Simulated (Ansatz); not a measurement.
## Te2Mo (P2_1/m): electronic heat capacity and spin susceptibility from the density of states

The calculation used DFT LDA, scalar-relativistic, plane waves, PAW in Ansatz.

Cutoff 420 eV; k points 6×10×4 on the computed 12-atom cell (Γ-centred); Gaussian smearing, width 0.10 eV; no spin polarisation.

Relaxed cell: P2_1/m, a = 6.295 Å, b = 3.438 Å, c = 13.368 Å, α = 90.00°, β = 93.85°, γ = 90.00°, 12 atoms in the primitive cell.

The density of states at the Fermi level is 4.543 states/eV in the cell of 12 atoms (4 formula units; both spins, tetrahedra on a 9×15×6 mesh). Averaged over bins of 0.1 eV the density runs from 2.6 to 6.7 states/eV within 0.2 eV of the Fermi level, so the figure hangs on the exact place of that level.

Question: What Sommerfeld coefficient and Pauli susceptibility does this give?

Answer: Per formula unit N(E_F) = 1.136 states/eV. γ = (π²/3) k_B² N(E_F) N_A = 2.357 mJ/(mol K²) per state/eV, so γ = 2.7 mJ/(mol K²), a mole of formula units. χ_P = μ_B² N(E_F) N_A = 3.23×10⁻⁵ emu/mol per state/eV gives 3.7×10⁻⁵ emu/mol. This is the bare band result: a measured γ of the same phase is as a rule larger by a factor 1 + λ from phonons and spin fluctuations, the spin part of χ is larger by the Stoner factor, and a measured χ also holds orbital and core terms. N(E_F) at one energy is sensitive to the mesh where the density of states has sharp peaks.

Spin-orbit coupling is left out, which matters for the bands of heavy elements.

Cost: 1 run of about 15 core-minutes, on Arm Neoverse V2 (shared hosts).